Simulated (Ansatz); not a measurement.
# Effect of uniaxial strain ε_xx = −2.48 % on CsPbI3

Base system: CsPbI₃ in the cubic perovskite structure (space group Pm-3m, No. 221; a = 6.333 Å). Axes: x, y, z lie along the cube axes.

It is then changed as follows: the cell is compressed by 2.48 % along x with no lateral relaxation; the atoms relax in the strained cell.

Computed with Ansatz (a program for electronic structure) r2SCAN, no spin-orbit coupling. k-mesh 5×5×5 (Γ-centred); smearing 0.05 eV (Fermi–Dirac).

The volume per atom decreases by 1.26 Å³ to 49.53 Å³ and the space group changes from Pm-3m (No. 221) to P4/mmm (No. 123). The shortest interatomic distance drops by 0.0785 Å (3.166 Å → 3.088 Å) and the energy goes up by 4.3 meV/atom. The pressure (mean of the normal stresses, compression positive) goes from zero to 0.47 GPa and the band gap drops by 0.157 eV to 1.55 eV. The gap character comes out as direct at A and the hole mass goes from 0.15 mₑ (at R) to 0.11 mₑ along x, 0.15 mₑ across (at R). The stress (xx, yy, zz, yz, xz, xy; compression positive) amounts to (1.15, 0.13, 0.13, 0.00, 0.00, 0.00) GPa.

Final structure:

```
CELL_PARAMETERS angstrom
      6.17562     0.00000     0.00000
      0.00000     6.33267     0.00000
      0.00000     0.00000     6.33267
ATOMIC_POSITIONS crystal
  Cs 0.00000 0.00000 0.00000
  Pb 0.50000 0.50000 0.50000
  I  0.00000 0.50000 0.50000
  I  0.50000 0.50000 0.00000
  I  0.50000 0.00000 0.50000
```

Cost of the whole job for the changed cell (relaxation, final SCF and bands): about 3 core-minutes (a rough figure).

Spin-orbit coupling, missing from the scalar runs, can matter with I and Pb. Masses are band curvatures over ±0.01 Å⁻¹ around the edge. Stability against distortions was not tested. Many cubic perovskites are stable only at high temperature; tilts and polar distortions were not tested. This is not the structure that CsPbI3 has at room temperature and ambient pressure. k-point labels follow each cell's own Brillouin zone.
